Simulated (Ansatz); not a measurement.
**NiO under strain — quadrupolar parameters**

The cell is a structure deposited in the COD, relaxed with PBE at fixed cell and then changed (z stretched by 1 %, ions relaxed).

```yaml
crystal:
  lattice:
    - [0.00000, 2.09503, 2.11598]
    - [2.09503, 0.00000, 2.11598]
    - [2.09503, 2.09503, 0.00000]
  atoms:
    - { symbol: Ni, position: [0.00000, 0.00000, 0.00000] }
    - { symbol: O, position: [0.50000, 0.50000, 0.50000] }
```

Atom numbers follow the list; atoms alike are taken as one site, whose name carries the number of the first.

All values are calculated (Ansatz; DFT, PBE, plane waves and PAW, scalar-relativistic, collinear spin, 420 eV cutoff, Γ-centred 19×19×19 k-points, Fermi–Dirac smearing 0.05 eV), not measured. Start moments as typed (μB): 2 on each Ni, none on the rest.

Conventions: |V_zz| ≥ |V_yy| ≥ |V_xx|, η = (V_xx − V_yy)/V_zz, C_Q = eQV_zz/h. Directions are in the Cartesian axes of the cell vectors above, for the atom listed; none is given where the gradient is under 0.02 or η is above 0.95.

```csv
site,first atom,first shell,V_zz (10²¹ V/m²),η,"direction of V_zz (x, y, z)"
Ni,1,6 O at 2.10–2.12 Å,0.12,0.00,0.00 0.00 1.00
O,2,6 Ni at 2.10–2.12 Å,-0.23,0.00,0.00 0.00 1.00
```

An axis of threefold or higher order runs through Ni and O, so V_zz lies along it and η is zero.

The run finds no gap above 0.1 eV (a metal, or nearly one), so the gradients can move by 10 % or more with the k-mesh. Semilocal functionals can leave a metal where correlation in the d or f shell opens a gap in the real compound, and that would change the values at and beside Ni. With these PAW files V_zz is typically within 2 to 3 % of all-electron values, but misses above 10 % occur on Ni. Measured NiO orders antiferromagnetically, but in this run all moments are parallel, as the start or the cell imposes: fields and spin densities carried over to other atoms belong to this order alone, and gaps, moments and gradients can differ too.

The relaxation (1 step) took 50 s of wall time (47 s of CPU time) and 0.72 GiB at its peak, on 1 thread of Intel Xeon Platinum 8259CL CPU @ 2.50GHz (Skylake/Cascade Lake) (x86_64; 16 cores open to the job, memory cap 3.0 GiB, no GPU), a shared host with a load of 0.7 a core.
